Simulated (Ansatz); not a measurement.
**Structures of SnO: which is lowest?**

Plane-wave DFT in Ansatz with scalar-relativistic PAW potentials, cutoff 420 eV, Γ-centred meshes chosen by cell and gap, Gaussian smearing with energies taken to zero width. Every cell was relaxed (cell and atoms) in a run of its own, within the symmetry of its start. Functional: PBEsol+D3(BJ).

Relaxed structures (starts from databases or built by putting these elements on another compound's sites):
A. Pmn2_1, 4 atoms in the computed cell, a = 3.300 Å, b = 5.598 Å, c = 3.630 Å; sites (symmetry × multiplicity) Sn m.. × 2, O m.. × 2; start: database
B. P4/nmm, 4 atoms in the computed cell, a = 3.771 Å, c = 4.563 Å; sites (symmetry × multiplicity) Sn 4mm × 2, O -4m2 × 2; start: database

Task: Rank them by energy. Could pressure change the order?

Result:
| structure | group | E − E(lowest) (meV/atom) | V (Å³/atom) | gap on mesh (eV) |
| --- | --- | --- | --- | --- |
| B | P4/nmm | 0.0 | 16.22 | 0.00 |
| A | Pmn2_1 | 105 | 16.76 | 1.00 |

B is lowest, 105 meV/atom under A. The lowest is also the densest of these, so pressure wouldn't bring one of the others in at first order. Other structures may lie lower than all of these, and vibrations aren't counted.